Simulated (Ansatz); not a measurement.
# Direct or indirect: Bi2Se2S sheet (P3m1)

```
Bi Se S
1.0
     4.14433    0.00000    0.00000
     2.07216    3.58909    0.00000
     0.00000    0.00000   37.74024
Bi Se S
2 2 1
Direct
  0.66667 0.66667 0.35631
  0.33333 0.33333 0.25175
  0.00000 0.00000 0.30409
  0.33333 0.33333 0.39830
  0.66667 0.66667 0.21523
```

Method: Ansatz, PBE, independent particles, without spin-orbit coupling, line width 0.1 eV (Gaussian). The band structure gives a fundamental gap of 0.98 eV. The spectrum of vertical transitions near the edge:

| E (eV) | absorbance (%), E ∥ xy |
| --- | --- |
| 0.54 | 0.00 |
| 0.66 | 0.00 |
| 0.78 | 0.00 |
| 0.90 | 0.00 |
| 1.02 | 0.00 |
| 1.14 | 0.00 |
| 1.26 | 0.00 |
| 1.38 | 0.13 |
| 1.50 | 1.76 |
| 1.62 | 4.95 |
| 1.74 | 6.33 |
| 1.86 | 8.49 |
| 1.98 | 12.82 |
| 2.10 | 18.78 |
| 2.22 | 22.42 |
| 2.34 | 30.00 |
| 2.46 | 36.51 |
| 2.58 | 34.95 |
| 2.70 | 31.92 |

Q: Is the gap direct or indirect, and about where do vertical transitions set in?

A: Indirect, by the band path, whose least direct gap is 1.41 eV. The curves fit this: they stay near zero above 0.98 eV and rise only from about 1.4 eV, though a forbidden direct transition would look alike. Lines are broadened by 0.1 eV, which spreads the edge, and phonons, which would give weak absorption from the fundamental gap up, are left out.

Note: cells built here by substitution need not match a known phase.

[Logs are printed without paths, hosts, clocks, repeated set-up lines and the standing remarks that a program may print on its own settings, such as how far it seeks lower states.]
